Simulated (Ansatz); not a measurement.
# Relativistic treatment of CdO

```
CELL_PARAMETERS angstrom
0.00000 2.34815 2.34815
2.34815 0.00000 2.34815
2.34815 2.34815 0.00000
ATOMIC_POSITIONS crystal
Cd 0.00000 0.00000 0.00000
O 0.50000 0.50000 0.50000
```

Atom numbers follow the list: Cd1, O2.

The geometry is COD entry 9006671, unchecked; take it as a test cell.

One fixed cell is solved with PBE by LAPW (all electrons) in Ansatz 0.2.0 under different relativistic treatments. Pressure is positive in compression.

Numerical set-up: a Γ-centred 11×11×11 k mesh, Fermi–Dirac smearing of 0.02 eV, basis error target 0.5 meV/atom, no spin polarisation.

Gaps under 0.4 eV may close at points that the mesh misses.

| setting | P (GPa) | gap over the k mesh and a high-symmetry path (eV) | lowest level at Γ above −25 eV, from the valence-band top or, without a gap, the Fermi level (eV) |
| --- | --- | --- | --- |
| scalar-relativistic | 6.34 | none | -17.41 |
| non-relativistic | ? | ? | -17.13 |
| with spin–orbit coupling | 6.30 | none | -17.42 |

Question: Fill in "P (GPa)" for the row "non-relativistic".

Answer: 8.46.

Question: What belongs in the row "non-relativistic", column "gap over the k mesh and a high-symmetry path (eV)"?

Answer: 0.26.
